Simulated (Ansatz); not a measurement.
Zinc-blende AlSb, treated with r²SCAN (Ansatz, an electronic-structure program, PAW).

The same calculation (at the measured cell, 28.871 Å³/atom) with different numerical settings:

```csv
run,k mesh,gap on the mesh (eV),total energy (eV/atom),rough time
1,4×4×4,1.477,-3519.9773,under 3 core-s
2,6×6×6,1.489,-3520.0300,3 core-s
3,8×8×8,1.491,-3520.0356,4 core-s
4,12×12×12,1.484,-3520.0364,10 core-s
5,16×16×16,1.476,-3520.0365,20 core-s
6,20×20×20,1.476,-3520.0365,30 core-s
```

In the column total energy (eV/atom) the first row differs from the last by +0.0592 and the next to last by 0.0000.

The last row is no converged limit: other settings stay fixed.

Spin–orbit coupling is not included.
